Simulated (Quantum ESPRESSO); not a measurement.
## Pb under changes of volume

One of the cells (30.323 Å³/atom); the others are scaled copies at fixed shape and fractional positions:

```xyz
1
Lattice="0.0000 2.4750 2.4750 2.4750 0.0000 2.4750 2.4750 2.4750 0.0000" Properties=species:S:1:pos:R:3 pbc="T T T"
Pb    0.0000    0.0000    0.0000
```

- Program: Quantum ESPRESSO 7.5
- Functional: WC
- Potentials or basis: PseudoDojo 0.4.1 SR PBE standard
- Cutoff: 762 eV
- Density cutoff: 3048 eV
- k mesh: 9 × 9 × 9
- Occupations: fermi-dirac, width 0.05 eV
- Spin: no spin polarisation

```csv
volume (Å³/atom),energy over the lowest point (meV/atom),pressure (GPa)
28.503,?,?
29.110,4.27,1.7
29.716,0.06,0.5
30.323,0.00,-0.5
30.929,3.55,-1.4
31.535,10.19,-2.1
32.142,19.52,-2.8
```

What does the run at 28.503 Å³/atom give?

Energy over the lowest point 13.13 meV/atom; pressure 3.0 GPa.

Worked out: A Birch-Murnaghan fit of order 3 (a polynomial in V^(-2/3)) to the other rows has its minimum at 30.02 Å³/atom with B0 = V·E''(V) = 50 GPa and B' = 6.2. It gives 13.31 meV/atom at 28.503 Å³/atom, against the run's 13.13, and -dE/dV = 3.1 GPa, against 3.0.

Energies are extrapolated to zero smearing.

Caveats: the potentials were made for another functional, which shifts forces and pressure.
